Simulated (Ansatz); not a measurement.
**Bi under changes of volume**

One of the cells (33.614 Å³/atom); the others are scaled copies at fixed shape and fractional positions:

```
Bi
1.0
     3.23838    0.00000    0.00000
     0.00000    3.22164    0.00000
    -0.08045    0.00000    6.44389
Bi
2
Direct
  0.54425 0.00000 0.74958
  0.45575 0.00000 0.25042
```

This isn't the form of Bi at room conditions, which is rhombohedral.

```yaml
Program: Ansatz 0.2.0
Functional: PBEsol
Potentials_or_basis: Ansatz PAW
Cutoff: "420 eV (not typed: the program's choice for these potentials)"
k_mesh: 8 × 8 × 4
Occupations: fermi-dirac, width 0.05 eV
Spin: no spin polarisation
```

```tsv
volume (Å³/atom)	energy over the lowest point (meV/atom)	pressure (GPa)	largest force (eV/Å)
31.597	?	?	?
32.270	5.53	1.9	0.018
32.942	0.32	0.6	0.014
33.614	0.00	-0.5	0.013
34.286	4.02	-1.4	0.015
34.959	11.92	-2.3	0.019
35.631	23.28	-3.1	0.023
```

**Question.** What does the run at 31.597 Å³/atom give?

**Answer.** Energy over the lowest point 16.21 meV/atom; pressure 3.3 GPa; largest force 0.024 eV/Å.

Worked out: A Birch-Murnaghan fit of order 3 (a polynomial in V^(-2/3)) to the other rows has its minimum at 33.32 Å³/atom with B0 = V·E''(V) = 54 GPa and B' = 4.7 at fixed shape and positions, which overstates the stiffness. It gives 16.23 meV/atom at 31.597 Å³/atom, against the run's 16.21, and -dE/dV = 3.3 GPa, against 3.3.

Energies are extrapolated to zero smearing.

Caveats: the PAW data sets come from PBE, with cores solved anew for the run's functional, which leaves a small shift of forces and pressure.
